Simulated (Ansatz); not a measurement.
AlSb (zinc blende)

```xyz
2
Lattice="0.0000 3.1128 3.1128 3.1128 0.0000 3.1128 3.1128 3.1128 0.0000" Properties=species:S:1:pos:R:3 pbc="T T T"
Sb     4.6691     4.6691     4.6691
Al     0.0000     0.0000     0.0000
```

In each cell atom 2 (Al, nearest neighbour Sb at 2.696 Å; its periodic images, 4.4 Å or more away, move with it) moves by s·(0.577, 0.577, 0.577) (along Cartesian [111]), the rest being held.

All values below come from PBE (plane waves to 420 eV, PAW, scalar-relativistic; Ansatz, a program for electronic structure). k mesh 10×10×10 (Γ-centred), Fermi-Dirac smearing 0.05 eV. E stands for the smeared free energy. AlSb was relaxed with its symmetry unable to fall. Spin-orbit coupling is left out, though Sb is heavy. The zero of ΔE is the undisplaced structure.

```csv
s (Å),ΔE (meV/cell)
-0.270,350
-0.216,213
-0.162,114
-0.108,48
-0.054,11
0.000,0
0.054,10
0.108,39
0.162,84
0.216,140
0.270,206
```

Task: What force constant k = d²E/ds² at s = 0 does the table give?

Result: 7.5 eV/Å². It is the second difference of the nearest points, corrected with the next pair.

Task: With k = 7.49 eV/Å² from the forces, is the well harmonic out to s = 0.270 Å?

Result: ½ks² = 273 meV/cell against the computed 206 meV/cell, so the well is softer than harmonic there.

(A displaced cell: forces are minus the slopes of the energy, force constants its curvatures, and phonons follow from these.)
